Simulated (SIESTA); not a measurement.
PbSe (Clausthalite):

```
CELL_PARAMETERS angstrom
0.00000 3.06065 3.06065
3.06065 0.00000 3.06065
3.06065 3.06065 0.00000
ATOMIC_POSITIONS crystal
Pb 0.00000 0.00000 0.00000
Se 0.50000 0.50000 0.50000
```

Base run:

* Program: SIESTA 5.4.2
* Functional: vdW-DF-cx
* Potentials or basis: PseudoDojo 0.4 standard (PBE files)
* Basis: DZP (energy shift 0.002 Ry)
* Grid cutoff: 500 Ry
* Energy shift: 0.002 Ry
* k mesh: 8 × 8 × 8
* Occupations: fermi-dirac, width 0.05 eV
* Spin: no spin polarisation

Its results: band gap on the k mesh 0.38 eV, direct; pressure 1.9 GPa.

Question: The run is repeated on the same cell with these changes: functional from vdW-DF-cx to PW86PBE. What comes out?

Answer: Band gap on the k mesh 0.41 eV, direct; pressure 6.7 GPa.

Caveats: semicore shells carry a single zeta, which can move pressures by several GPa and volumes by a few percent; the potentials were made for another functional, which shifts forces and pressure; spin-orbit coupling is left out, which as a rule narrows the gap of such compounds by several tenths of an eV; the basis of atomic orbitals isn't converged, which shifts pressures, moduli and gaps.
